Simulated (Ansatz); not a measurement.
# Phases of GaN at 91 GPa

Structure types of GaN are relaxed in primitive cells with their symmetry kept at 91 GPa, on PAW files; LAPW relaxes the small cells further and takes the PAW cell for the others (marked *). The enthalpy is E + pV at zero temperature, without zero-point motion. Only the types listed were tried, and differences under about 5 meV/atom are mesh noise. The real phase may be another.

Level of theory: DFT with PBE, scalar-relativistic, in Ansatz 0.2.0; Fermi–Dirac smearing of 0.1 eV, no spin polarisation. LAPW: all electrons, basis error target 0.5 meV/atom; PAW: frozen-core files, cutoff 420 eV.

k meshes: rocksalt 17×17×17, CsCl 15×15×15, zincblende 17×17×17, wurtzite 13×13×7, NiAs 12×12×7.

**Question.** Order the types by LAPW enthalpy, lowest first.
A. zincblende
B. CsCl
C. NiAs
D. rocksalt
E. wurtzite

**Answer.** D (0 meV/atom), C (220 meV/atom), E (391 meV/atom), A (398 meV/atom), B (1249 meV/atom).

```tsv
start type	ends as	a, b, c (Å)	V (Å³/atom)	H − H(lowest), LAPW (meV/atom)	same, PAW
rocksalt	rocksalt, Fm-3m	3.930, 3.930, 3.930	7.59	0.0	0.0
CsCl	CsCl, Pm-3m	2.478, 2.478, 2.478	7.60	1248.5	1246.5
zincblende	zincblende, F-43m	4.135, 4.135, 4.135	8.84	397.6	402.6
wurtzite*	wurtzite, P6_3mc	2.922, 2.922, 4.783	8.84	390.9	395.9
NiAs*	NiAs, P6_3/mmc	2.739, 2.739, 4.741	7.70	219.6	219.8
```

**Question.** Split the lead of rocksalt over NiAs into energy and pV.

**Answer.** For NiAs less rocksalt: ΔE = +155.7 meV/atom, and p·ΔV = 91 GPa × +0.1125 Å³ × 6.242 meV/(GPa·Å³) = +63.9 meV/atom, together 219.6 meV/atom. rocksalt wins on both counts.
